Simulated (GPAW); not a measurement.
The system is SiC (Moissanite).

```
Si C
1.0
     3.07600    0.00000    0.00000
    -1.53800    2.66389    0.00000
     0.00000    0.00000    5.04800
Si C
2 2
Direct
  0.66667 0.33333 0.50000
  0.33333 0.66667 0.00000
  0.66667 0.33333 0.88500
  0.33333 0.66667 0.38500
```

* Program: GPAW 26.7.0
* Task: relaxation of cell and atoms
* Functional: LDA
* Potentials or basis: the program's PAW data sets (release 1.2.1) made for this functional
* Cutoff: 800 eV
* Basis: pw
* k mesh: 7 × 7 × 4
* Occupations: fermi-dirac, width 0.05 eV
* Spin: no spin polarisation

At the start: pressure -2.8 GPa; volume 10.34 Å³/atom.

Q: How do energy, volume and symmetry change on relaxing?

A: Over 6 steps the energy falls by 10.1 meV/atom and the volume is 10.20 Å³/atom (-1.3 %); space group P6_3mc (No. 186, to 0.05 Å).

Step by step:
| step | energy change (eV) | largest force (eV/Å) | pressure (GPa) | volume (Å³) |
| --- | --- | --- | --- | --- |
| 1 | 0.0000 | 0.7433 | -2.84 | 41.36 |
| 2 | -0.0266 | 0.4151 | -2.61 | 41.28 |
| 3 | -0.0386 | 0.0795 | -1.75 | 41.11 |
| 4 | -0.0393 | 0.0229 | -1.54 | 41.07 |
| 5 | -0.0401 | 0.0328 | -0.72 | 40.92 |
| 6 | -0.0403 | 0.0241 | -0.12 | 40.82 |

Final structure:
```cif
data_structure
_symmetry_space_group_name_H-M 'P 1'
_symmetry_Int_Tables_number 1
_cell_length_a 3.0628
_cell_length_b 3.0628
_cell_length_c 5.0239
_cell_angle_alpha 90.000
_cell_angle_beta 90.000
_cell_angle_gamma 120.000
_cell_volume 40.82
loop_
_atom_site_label
_atom_site_type_symbol
_atom_site_fract_x
_atom_site_fract_y
_atom_site_fract_z
_atom_site_occupancy
Si1 Si 0.66667 0.33333 0.50443 1
Si2 Si 0.33333 0.66667 0.00443 1
C1 C 0.66667 0.33333 0.88057 1
C2 C 0.33333 0.66667 0.38057 1
```

Caveat: later steps reuse the first step's grids.
